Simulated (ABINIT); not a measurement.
Runs of ABINIT 10.8.3 (patched build) on AgBr. Symmetry: Fm-3m, No. 225, cubic system. Conventional cell: a = 5.740 Å, b = 5.740 Å, c = 5.740 Å, α = 90.00°, β = 90.00°, γ = 90.00°. Ag (site symmetry m-3m) has 6 Br at 2.87 Å as nearest neighbours. Br (site symmetry m-3m) is surrounded by 6 Ag at 2.87 Å. 

```tsv
task	level	potentials or basis	k mesh	cutoff (eV)	fine-grid cutoff	gap on the mesh (eV)	pressure (GPa)
single point	r2SCAN	JTH PAW PBE v2.0	5 × 5 × 5	544	1088.46 eV	(b)	(a)
band structure	AM05	JTH PAW PBE v2.0	8 × 8 × 8	463	925.187 eV	0.59	(c)
band structure	PBE	PseudoDojo NC SR PBE v0.4.1 standard	8 × 8 × 8	1116	-	0.67	2.2
band structure	rPW86PBE	JTH PAW PBE v2.0	8 × 8 × 8	463	925.187 eV	0.61	5.3
```

Alike in all rows: no spin polarisation; cell as given; smearing fermi-dirac 0.05 eV.

Fill in the values left out.

(a) 1.1; (b) 1.37; (c) -0.7.

Caveats: the PAW data sets were made with another functional, which shifts forces and pressure a little (some runs); an odd mesh through Γ misses points on the zone boundary, where band edges often lie (some runs).

A k mesh can miss the band edges, and the runs leave out spin-orbit coupling on Ag, Br.

The runs don't all hold the same shells in valence.
